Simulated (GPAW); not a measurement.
# BaTiO3 (Pm-3m) in GPAW: notebook

One crystal, BaTiO3, is run at these levels: r2SCAN, PBE; tasks: band structure.

Program: GPAW 26.7.0. These are calculated values, not measurements. Logs are shortened: lines on timing, memory, paths and dates and some standing lists are left out, and cuts for length are marked. The log counts tension as positive stress, the text compression.

### 1 The structure

Symmetry: Pm-3m, No. 221, cubic system. The conventional cell has a = 4.006 Å, b = 4.006 Å, c = 4.006 Å, α = 90.00°, β = 90.00°, γ = 90.00°. Ba (site symmetry m-3m) is surrounded by 12 O at 2.83 Å. Around Ti (site symmetry m-3m) lie 6 O at 2.00 Å. Around O (site symmetry 4/mmm) lie 2 Ti at 2.00 Å.

### 2 Band structure, r2SCAN

File run.py:

```python
from ase import Atoms
from ase.dft.bandgap import bandgap
from ase.io import write
from ase.units import GPa
from gpaw import GPAW, PW

atoms = Atoms(['Ba', 'Ti', 'O', 'O', 'O'],
              cell=[[4.006, 0.0, 0.0],
                    [0.0, 4.006, 0.0],
                    [0.0, 0.0, 4.006]],
              scaled_positions=[[0.5, 0.5, 0.5],
                                [0.0, 0.0, 0.0],
                                [0.0, 0.0, 0.5],
                                [0.0, 0.5, 0.0],
                                [0.5, 0.0, 0.0]],
              pbc=True)

calc = GPAW(mode=PW(800),
            xc='MGGA_X_R2SCAN+MGGA_C_R2SCAN',
            kpts={'size': (7, 7, 7), 'gamma': True},
            occupations={'name': 'fermi-dirac', 'width': 0.05},
            nbands=36,
            convergence={'density': 1e-05, 'energy': 1e-05},
            maxiter=150,
            txt='gpaw.txt')
atoms.calc = calc
energy = atoms.get_potential_energy()
forces = atoms.get_forces()
stress = atoms.get_stress()
calc.write('gs.gpw')
write('result.traj', atoms)
print(f'Energy: {energy:.6f} eV')
print('Forces (eV/A):')
print(forces.round(4))
print('Stress (GPa):', (stress / GPa).round(3))
print('Fermi level:', round(calc.get_fermi_level(), 4), 'eV')
print(f'Gap: {bandgap(calc)[0]:.4f} eV, direct: {bandgap(calc, direct=True)[0]:.4f} eV')

path = atoms.cell.bandpath('GXMGRX,MR', npoints=80, eps=1e-4)
bs_calc = calc.fixed_density(kpts=path, symmetry='off', nbands=53,
                             convergence={'bands': 'CBM+6.0', 'eigenstates': 1e-6}, txt='bands.txt')
bs = bs_calc.band_structure()
bs.write('bs.json')
print(f'Gap on the path: {bandgap(bs_calc)[0]:.4f} eV')
```

Potentials or basis: GPAW PAW data sets (gpaw-data 1.2.1), pw.

Run with:

```bash
OMP_NUM_THREADS=1 python run.py
```

gpaw.txt:

```text
__  _  _
 | _ |_)|_||  |
 |__||  | ||/\| - 26.7.0

Input parameters:
  mode=PW(ecut=800.0),
  convergence={'density': 1e-05, 'energy': 1e-05},
  kpts=MonkhorstPack(size=(7, 7, 7), gamma=True),
  maxiter=150,
  nbands=36,
  occupations=Occupations(name='fermi-dirac', width=0.05),
  xc=XC(name='MGGA_X_R2SCAN+MGGA_C_R2SCAN')

Diagonalizing LCAO Hamiltonian
Converting LCAO to pw mode
   .---------.
  /|         |
 * |         |
 | |   Ba    |
 O |         |
 | .---------.
 |/         /
 Ti---O----*

Atoms  # Å, Bohr magnetons
|   | symbol |        x |        y |        z |    initial magnetic moments |
|---|--------|----------|----------|----------|-----------------------------|
| 0 |     Ba | 2.003000 | 2.003000 | 2.003000 | ( 0.0000,  0.0000,  0.0000) |
| 1 |     Ti | 0.000000 | 0.000000 | 0.000000 | ( 0.0000,  0.0000,  0.0000) |
| 2 |      O | 0.000000 | 0.000000 | 2.003000 | ( 0.0000,  0.0000,  0.0000) |
| 3 |      O | 0.000000 | 2.003000 | 0.000000 | ( 0.0000,  0.0000,  0.0000) |
| 4 |      O | 2.003000 | 0.000000 | 0.000000 | ( 0.0000,  0.0000,  0.0000) |

Unit cell  # Å
| periodic |        x |        y |        z |  lengths |    angles |
|----------|----------|----------|----------|----------|-----------|
|      yes | 4.006000 | 0.000000 | 0.000000 | 4.006000 | 90.000000 |
|      yes | 0.000000 | 4.006000 | 0.000000 | 4.006000 | 90.000000 |
|      yes | 0.000000 | 0.000000 | 4.006000 | 4.006000 | 90.000000 |

Number of symmetries: 48
Symmetry operations  # r_c * U_cc + t_c -> r_c
|    | kind |            matrix            |
|----|------|------------------------------|
|  0 |  E   |  1, 0, 0,  0, 1, 0,  0, 0, 1 |
|  1 |  σ   |  1, 0, 0,  0, 1, 0,  0, 0,-1 |
|  2 |  σ   |  1, 0, 0,  0, 0, 1,  0, 1, 0 |
|  3 |  C4  |  1, 0, 0,  0, 0, 1,  0,-1, 0 |
|  4 |  C4  |  1, 0, 0,  0, 0,-1,  0, 1, 0 |
|  5 |  σ   |  1, 0, 0,  0, 0,-1,  0,-1, 0 |
|  6 |  σ   |  1, 0, 0,  0,-1, 0,  0, 0, 1 |
|  7 |  C2  |  1, 0, 0,  0,-1, 0,  0, 0,-1 |
|  8 |  σ   |  0, 1, 0,  1, 0, 0,  0, 0, 1 |
|  9 |  C2  |  0, 1, 0,  1, 0, 0,  0, 0,-1 |
| 10 |  C3  |  0, 1, 0,  0, 0, 1,  1, 0, 0 |
| 11 |  S6  |  0, 1, 0,  0, 0, 1, -1, 0, 0 |
| 12 |  S6  |  0, 1, 0,  0, 0,-1,  1, 0, 0 |
| 13 |  C3  |  0, 1, 0,  0, 0,-1, -1, 0, 0 |
| 14 |  C4  |  0, 1, 0, -1, 0, 0,  0, 0, 1 |
| 15 |  S4  |  0, 1, 0, -1, 0, 0,  0, 0,-1 |
| 16 |  C3  |  0, 0, 1,  1, 0, 0,  0, 1, 0 |
| 17 |  S6  |  0, 0, 1,  1, 0, 0,  0,-1, 0 |
| 18 |  σ   |  0, 0, 1,  0, 1, 0,  1, 0, 0 |
| 19 |  C4  |  0, 0, 1,  0, 1, 0, -1, 0, 0 |
| 20 |  C2  |  0, 0, 1,  0,-1, 0,  1, 0, 0 |
| 21 |  S4  |  0, 0, 1,  0,-1, 0, -1, 0, 0 |
| 22 |  S6  |  0, 0, 1, -1, 0, 0,  0, 1, 0 |
| 23 |  C3  |  0, 0, 1, -1, 0, 0,  0,-1, 0 |
| 24 |  S6  |  0, 0,-1,  1, 0, 0,  0, 1, 0 |
| 25 |  C3  |  0, 0,-1,  1, 0, 0,  0,-1, 0 |
| 26 |  C4  |  0, 0,-1,  0, 1, 0,  1, 0, 0 |
| 27 |  σ   |  0, 0,-1,  0, 1, 0, -1, 0, 0 |
| 28 |  S4  |  0, 0,-1,  0,-1, 0,  1, 0, 0 |
| 29 |  C2  |  0, 0,-1,  0,-1, 0, -1, 0, 0 |
| 30 |  C3  |  0, 0,-1, -1, 0, 0,  0, 1, 0 |
| 31 |  S6  |  0, 0,-1, -1, 0, 0,  0,-1, 0 |
| 32 |  C4  |  0,-1, 0,  1, 0, 0,  0, 0, 1 |
| 33 |  S4  |  0,-1, 0,  1, 0, 0,  0, 0,-1 |
| 34 |  S6  |  0,-1, 0,  0, 0, 1,  1, 0, 0 |
| 35 |  C3  |  0,-1, 0,  0, 0, 1, -1, 0, 0 |
| 36 |  C3  |  0,-1, 0,  0, 0,-1,  1, 0, 0 |
| 37 |  S6  |  0,-1, 0,  0, 0,-1, -1, 0, 0 |
| 38 |  σ   |  0,-1, 0, -1, 0, 0,  0, 0, 1 |
| 39 |  C2  |  0,-1, 0, -1, 0, 0,  0, 0,-1 |
| 40 |  σ   | -1, 0, 0,  0, 1, 0,  0, 0, 1 |
| 41 |  C2  | -1, 0, 0,  0, 1, 0,  0, 0,-1 |
| 42 |  C2  | -1, 0, 0,  0, 0, 1,  0, 1, 0 |
| 43 |  S4  | -1, 0, 0,  0, 0, 1,  0,-1, 0 |
| 44 |  S4  | -1, 0, 0,  0, 0,-1,  0, 1, 0 |
| 45 |  C2  | -1, 0, 0,  0, 0,-1,  0,-1, 0 |
| 46 |  C2  | -1, 0, 0,  0,-1, 0,  0, 0, 1 |
| 47 |  i   | -1, 0, 0,  0,-1, 0,  0, 0,-1 |

BZ-sampling:
  Number of BZ points: 343
  Number of IBZ points: 20

  Monkhorst-Pack size: [7, 7, 7]
  Monkhorst-Pack shift: [0, 0, 0]

K-points  # in reciprocal-cell coordinates
|     |                                coordinates |     weight |
|-----|--------------------------------------------|------------|
|   0 | (  0.00000000,   0.00000000,   0.00000000) | 0.00291545 |
|   1 | (  0.14285714,   0.00000000,   0.00000000) | 0.01749271 |
|   2 | (  0.14285714,   0.14285714,   0.00000000) | 0.03498542 |
|   3 | (  0.14285714,   0.14285714,   0.14285714) | 0.02332362 |
|   4 | (  0.28571429,   0.00000000,   0.00000000) | 0.01749271 |
|   5 | (  0.28571429,   0.14285714,   0.00000000) | 0.06997085 |
|   6 | (  0.28571429,   0.14285714,   0.14285714) | 0.06997085 |
|   7 | (  0.28571429,   0.28571429,   0.00000000) | 0.03498542 |
|   8 | (  0.28571429,   0.28571429,   0.14285714) | 0.06997085 |
|   9 | (  0.28571429,   0.28571429,   0.28571429) | 0.02332362 |
| ... |                                            |            |
|  19 | (  0.42857143,   0.42857143,   0.42857143) | 0.02332362 |

Plane wave coefficients: 3323
Cutoff: 800.0 eV

Spin-components: 1 (collinear spins)
Bands:           36
Projectors:      27
Spin-degeneracy: 2
Datatype:        complex128

Parallelization:
  kpt:    1
  domain: 1
  band:   1

Density:
  Valence electrons: 40.0
  Components: 1
  Grid points: [27 27 27]
  Charge: 0.0  # |e|

Potential:
  Grid points: [27 27 27]

species:
  Ba:
    name:    Barium
    Z:       56.0
    valence: 10
    core:    46
    charge:  0.0  # [|e|]
    compensation charges:
      type: gauss
      rc: 0.37  # [Å]
      lmax: 2
    cutoffs:
      filter: 2.06  # [Å]
      core: 2.33  # [Å]
    projectors
    | kind |    occ | energy [eV] | rcut [Å] |
    |------|--------|-------------|----------|
    |   5s |  2.000 |     -33.644 |    1.164 |
    |   6s |  2.000 |      -3.229 |    1.164 |
    |   5p |  6.000 |     -18.744 |    1.164 |
    |    p |        |       0.000 |    1.164 |
    |    d |        |       0.000 |    1.164 |
    |    d |        |      27.211 |    1.164 |

    Using partial waves for Ba as LCAO basis

  Ti:
    name:    Titanium
    Z:       22.0
    valence: 12
    core:    10
    charge:  0.0  # [|e|]
    compensation charges:
      type: gauss
      rc: 0.38  # [Å]
      lmax: 2
    cutoffs:
      filter: 2.23  # [Å]
      core: 1.02  # [Å]
    projectors
    | kind |    occ | energy [eV] | rcut [Å] |
    |------|--------|-------------|----------|
    |   3s |  2.000 |     -62.623 |    1.270 |
    |   4s |  2.000 |      -4.466 |    1.270 |
    |   3p |  6.000 |     -38.862 |    1.058 |
    |   4p |  0.000 |      -1.466 |    1.058 |
    |   3d |  2.000 |      -4.258 |    1.058 |
    |    d |        |      22.953 |    1.058 |

    Using partial waves for Ti as LCAO basis

  O:
    name:    Oxygen
    Z:       8.0
    valence: 6
    core:    2
    charge:  0.0  # [|e|]
    compensation charges:
      type: gauss
      rc: 0.21  # [Å]
      lmax: 2
    cutoffs:
      filter: 1.17  # [Å]
      core: 0.83  # [Å]
    projectors
    | kind |    occ | energy [eV] | rcut [Å] |
    |------|--------|-------------|----------|
    |   2s |  2.000 |     -23.961 |    0.688 |
    |   2p |  4.000 |      -9.029 |    0.598 |
    |    s |        |       3.251 |    0.688 |
    |    p |        |      18.182 |    0.598 |
    |    d |        |       0.000 |    0.619 |

    Using partial waves for O as LCAO basis

Reference energy: -250624.413696  # eV

eigensolver:
  PPCG
  Converge bands: occupied
  niter=2

density mixing:
  MSR1-Mixer
  Pratt-step length: 0.05
  Maximum mixing coefficient: 0.75
  Old densities: 10
  SVD Regularization: 0.005
  Good broyden scale: 1.0
  Trust region scale: 1.0
  Backstep threshold: 4.0
  History deletion threshold: 6.0
  Fourier metric: weight=20.0, sigma=0.015

occupation numbers:
  Fermi-Dirac:
    width: 0.0500  # eV

poisson solver:
  ecut: 6400.0  # eV

xc functional:
  name: MGGA_X_R2SCAN+MGGA_C_R2SCAN with 2 nearest neighbor stencil

convergence criteria:
- Maximum integral of absolute [dens]ity change: 1e-05 electrons / valence electron
- Maximum [total energy] change in last 3 cyles: 1e-05 eV / valence electron
- Maximum integral of absolute [eigenst]ate change: 4e-08 eV^2 / valence electron
maximum number of iterations: 150

SCF iterations
|iter     | |      energy | eigst |  dens |
|---------|-|-------------|-------|-------|
|iter:   1| |  -85.475964 | +0.25 |       |
|iter:   2| |  -68.016709 | -1.31 | -0.87 |
|iter:   3| |  -67.541247 | -0.38 | -0.90 |
|iter:   4| |  -64.271716 | -1.07 | -0.91 |
|iter:   5| |  -64.074442 | -2.15 | -1.48 |
|iter:   6| |  -64.091665 | -1.92 | -1.64 |
|iter:   7| |  -64.011036 | -3.02 | -1.86 |
|iter:   8| |  -64.006103 | -3.71 | -2.46 |
|iter:   9| |  -64.006255 | -5.45 | -3.61 |
|iter:  10| |  -64.006255c| -6.87 | -4.06 |
|iter:  11| |  -64.006254c| -7.59c| -4.43 |
|iter:  12| |  -64.006254c| -8.20c| -4.95 |
|iter:  13| |  -64.006254c| -8.41c| -5.31c|

Converged in 13 steps
Energy contributions relative to reference atoms: (reference = -250624.413696)

Energy contributions:
  Kinetic:          27.681364
  Coulomb:         -29.499395
  Zero:             -0.073754
  External:          0.000000
  Xc:              -62.114468
  Entropy:          -0.000000
  Spinorbit:         0.000000
  ----------------------------
  Free energy:     -64.006254
  Extrapolated:    -64.006254

dipole moment: (-35.440620, -35.440620, -35.440620)  # |e|*Ang

Fermi level: 8.320
Eigenvalues  # (at kpt = [0.000, 0.000, 0.000])
| band index |      eig [eV] | occ [0-2] |
|------------|---------------|-----------|
|          0 |       -51.556 |     2.000 |
|        ... |               |           |
|         12 |         4.976 |     2.000 |
|         13 |         4.976 |     2.000 |
|         14 |         6.204 |     2.000 |
|         15 |         6.204 |     2.000 |
|         16 |         6.204 |     2.000 |
|         17 |         7.186 |     2.000 |
[... 8 lines left out ...]
|         26 |        12.961 |     0.000 |
|         27 |        15.677 |     0.000 |
|        ... |               |           |
|         35 |        28.395 |     0.000 |

Gap: 2.203 eV
Transition (v -> c):
  (s=0, k=19, n=19, [0.43, 0.43, 0.43]) -> (s=0, k=0, n=20, [0.00, 0.00, 0.00])
Direct/indirect transitions are different
Direct gap: 2.284 eV
Transition at: (s=0, k=0, n=19, [0.00, 0.00, 0.00])

Forces  # eV/Ang
|        x |        y |        z |
|----------|----------|----------|
| -0.00000 | -0.00000 | -0.00000 |  # Ba   0
| -0.00000 | -0.00000 | -0.00000 |  # Ti   1
|  0.00000 |  0.00000 |  0.00000 |  # O    2
|  0.00000 |  0.00000 |  0.00000 |  # O    3
|  0.00000 |  0.00000 |  0.00000 |  # O    4

Stress tensor  # eV/Ang^3
|        x |        y |        z |
|----------|----------|----------|
| 0.000256 | 0.000000 | 0.000000 |
| 0.000000 | 0.000256 | 0.000000 |
| 0.000000 | 0.000000 | 0.000256 |

# Writing to gs.gpw (mode='')
```

Run time: 8.6 min. Hardware: 1 thread of Arm Neoverse V1, shared host; peak memory 0.76 GiB.

What came out:

| Property | Result |
| --- | --- |
| Free energy | -64.0063 eV |
| Pressure | 0.0 GPa |
| Band gap on the k mesh | 2.20 eV, indirect (least direct gap 2.28 eV) |
| Band gap along the path | 2.14 eV, indirect (least direct gap 2.28 eV) |

Levels at the corners of the path, in eV from the valence-band top:
```tsv
point	band 16	band 17	band 18	band 19	band 20	band 21	band 22	band 23	band 24	band 25
Γ	-1.13	-1.13	-0.14	-0.14	-0.14	2.14	2.14	2.14	4.20	4.20
X	-1.90	-1.82	-1.82	-0.73	-0.73	2.28	3.84	3.84	4.20	6.33
M	-2.66	-1.76	-0.88	-0.88	-0.08	3.85	3.85	4.29	5.11	8.11
Γ	-1.13	-1.13	-0.14	-0.14	-0.14	2.14	2.14	2.14	4.20	4.20
R	-2.41	-2.41	0.00	0.00	0.00	4.53	4.53	4.53	7.43	7.43
X	-1.90	-1.82	-1.82	-0.73	-0.73	2.28	3.84	3.84	4.20	6.33
M	-2.66	-1.76	-0.88	-0.88	-0.08	3.85	3.85	4.29	5.11	8.11
R	-2.41	-2.41	0.00	0.00	0.00	4.53	4.53	4.53	7.43	7.43
```

Caveat: the PAW data sets were made with another functional, which shifts forces and pressure a little; spin-orbit coupling is left out, which moves the levels of the heavy elements.

### 3 Band structure, PBE

Changes to run.py since step 2:

```diff
@@ -18,3 +18,3 @@
 calc = GPAW(mode=PW(800),
-            xc='MGGA_X_R2SCAN+MGGA_C_R2SCAN',
+            xc='PBE',
             kpts={'size': (7, 7, 7), 'gamma': True},
```

Potentials or basis: GPAW PAW data sets (gpaw-data 1.2.1), pw.

Run with:

```bash
OMP_NUM_THREADS=1 python run.py
```

gpaw.txt:

```text
__  _  _
 | _ |_)|_||  |
 |__||  | ||/\| - 26.7.0

Input parameters:
  mode=PW(ecut=800.0),
  convergence={'density': 1e-05, 'energy': 1e-05},
  kpts=MonkhorstPack(size=(7, 7, 7), gamma=True),
  maxiter=150,
  nbands=36,
  occupations=Occupations(name='fermi-dirac', width=0.05),
  xc=XC(name='PBE')

Diagonalizing LCAO Hamiltonian
Converting LCAO to pw mode
   .---------.
  /|         |
 * |         |
 | |   Ba    |
 O |         |
 | .---------.
 |/         /
 Ti---O----*

Atoms  # Å, Bohr magnetons
|   | symbol |        x |        y |        z |    initial magnetic moments |
|---|--------|----------|----------|----------|-----------------------------|
| 0 |     Ba | 2.003000 | 2.003000 | 2.003000 | ( 0.0000,  0.0000,  0.0000) |
| 1 |     Ti | 0.000000 | 0.000000 | 0.000000 | ( 0.0000,  0.0000,  0.0000) |
| 2 |      O | 0.000000 | 0.000000 | 2.003000 | ( 0.0000,  0.0000,  0.0000) |
| 3 |      O | 0.000000 | 2.003000 | 0.000000 | ( 0.0000,  0.0000,  0.0000) |
| 4 |      O | 2.003000 | 0.000000 | 0.000000 | ( 0.0000,  0.0000,  0.0000) |

Unit cell  # Å
| periodic |        x |        y |        z |  lengths |    angles |
|----------|----------|----------|----------|----------|-----------|
|      yes | 4.006000 | 0.000000 | 0.000000 | 4.006000 | 90.000000 |
|      yes | 0.000000 | 4.006000 | 0.000000 | 4.006000 | 90.000000 |
|      yes | 0.000000 | 0.000000 | 4.006000 | 4.006000 | 90.000000 |

Number of symmetries: 48
Symmetry operations  # r_c * U_cc + t_c -> r_c
|    | kind |            matrix            |
|----|------|------------------------------|
|  0 |  E   |  1, 0, 0,  0, 1, 0,  0, 0, 1 |
|  1 |  σ   |  1, 0, 0,  0, 1, 0,  0, 0,-1 |
|  2 |  σ   |  1, 0, 0,  0, 0, 1,  0, 1, 0 |
|  3 |  C4  |  1, 0, 0,  0, 0, 1,  0,-1, 0 |
|  4 |  C4  |  1, 0, 0,  0, 0,-1,  0, 1, 0 |
[... 210 lines left out ...]
|iter:   8| |  -39.510542c| -5.67 | -3.32 |
|iter:   9| |  -39.510545c| -7.27 | -3.94 |
|iter:  10| |  -39.510545c| -7.81c| -4.94 |
|iter:  11| |  -39.510545c| -8.35c| -5.34c|

Converged in 11 steps
Energy contributions relative to reference atoms: (reference = -250624.413696)

Energy contributions:
  Kinetic:          44.730742
  Coulomb:         -47.428134
  Zero:              0.825383
  External:          0.000000
  Xc:              -37.638535
  Entropy:          -0.000000
  Spinorbit:         0.000000
  ----------------------------
  Free energy:     -39.510545
  Extrapolated:    -39.510545

dipole moment: (-35.395736, -35.395736, -35.395736)  # |e|*Ang

Fermi level: 8.532
Eigenvalues  # (at kpt = [0.000, 0.000, 0.000])
| band index |      eig [eV] | occ [0-2] |
|------------|---------------|-----------|
|          0 |       -48.945 |     2.000 |
|        ... |               |           |
|         12 |         5.347 |     2.000 |
|         13 |         5.347 |     2.000 |
|         14 |         6.547 |     2.000 |
|         15 |         6.547 |     2.000 |
|         16 |         6.547 |     2.000 |
|         17 |         7.502 |     2.000 |
[... 8 lines left out ...]
|         26 |        12.727 |     0.000 |
|         27 |        15.037 |     0.000 |
|        ... |               |           |
|         35 |        27.871 |     0.000 |

Gap: 1.840 eV
Transition (v -> c):
  (s=0, k=19, n=19, [0.43, 0.43, 0.43]) -> (s=0, k=0, n=20, [0.00, 0.00, 0.00])
Direct/indirect transitions are different
Direct gap: 1.918 eV
Transition at: (s=0, k=0, n=19, [0.00, 0.00, 0.00])

Forces  # eV/Ang
|        x |        y |        z |
|----------|----------|----------|
|  0.00000 |  0.00000 |  0.00000 |  # Ba   0
| -0.00000 | -0.00000 | -0.00000 |  # Ti   1
| -0.00000 | -0.00000 | -0.00000 |  # O    2
|  0.00000 | -0.00000 | -0.00000 |  # O    3
| -0.00000 |  0.00000 |  0.00000 |  # O    4

Stress tensor  # eV/Ang^3
|         x |         y |         z |
|-----------|-----------|-----------|
| -0.018528 |  0.000000 |  0.000000 |
|  0.000000 | -0.018528 |  0.000000 |
|  0.000000 |  0.000000 | -0.018528 |

# Writing to gs.gpw (mode='')
```

stdout:

```text
Energy: -39.510545 eV
Forces (eV/A):
[[ 0.  0.  0.]
 [-0. -0. -0.]
 [-0. -0. -0.]
 [ 0. -0. -0.]
 [-0.  0.  0.]]
Stress (GPa): [-2.969 -2.969 -2.969  0.     0.     0.   ]
Fermi level: 8.5318 eV
Gap: 1.8403 eV, direct: 1.9183 eV
Gap on the path: 1.7799 eV
```

Run time: 3 min. Hardware: 1 thread of Arm Neoverse V1, shared host; peak memory 0.57 GiB.

Results:

| Item | Value |
| --- | --- |
| Free energy | -39.5105 eV |
| Pressure | 3.0 GPa |
| Band gap on the k mesh | 1.84 eV, indirect (least direct gap 1.92 eV) |
| Band gap along the path | 1.78 eV, indirect (least direct gap 1.92 eV) |

Levels at the corners of the path, in eV from the valence-band top:
| point | band 16 | band 17 | band 18 | band 19 | band 20 | band 21 | band 22 | band 23 | band 24 | band 25 |
| --- | --- | --- | --- | --- | --- | --- | --- | --- | --- | --- |
| Γ | -1.09 | -1.09 | -0.14 | -0.14 | -0.14 | 1.78 | 1.78 | 1.78 | 3.93 | 3.93 |
| X | -1.90 | -1.82 | -1.82 | -0.70 | -0.70 | 1.93 | 3.51 | 3.51 | 3.93 | 5.94 |
| M | -2.66 | -1.71 | -0.87 | -0.87 | -0.08 | 3.52 | 3.52 | 3.93 | 4.78 | 7.68 |
| Γ | -1.09 | -1.09 | -0.14 | -0.14 | -0.14 | 1.78 | 1.78 | 1.78 | 3.93 | 3.93 |
| R | -2.39 | -2.39 | 0.00 | 0.00 | 0.00 | 4.18 | 4.18 | 4.18 | 6.75 | 6.75 |
| X | -1.90 | -1.82 | -1.82 | -0.70 | -0.70 | 1.93 | 3.51 | 3.51 | 3.93 | 5.94 |
| M | -2.66 | -1.71 | -0.87 | -0.87 | -0.08 | 3.52 | 3.52 | 3.93 | 4.78 | 7.68 |
| R | -2.39 | -2.39 | 0.00 | 0.00 | 0.00 | 4.18 | 4.18 | 4.18 | 6.75 | 6.75 |

Caveat: spin-orbit coupling is left out, which moves the levels of the heavy elements. PBE gaps usually lie below the measured ones, often by a third to a half.
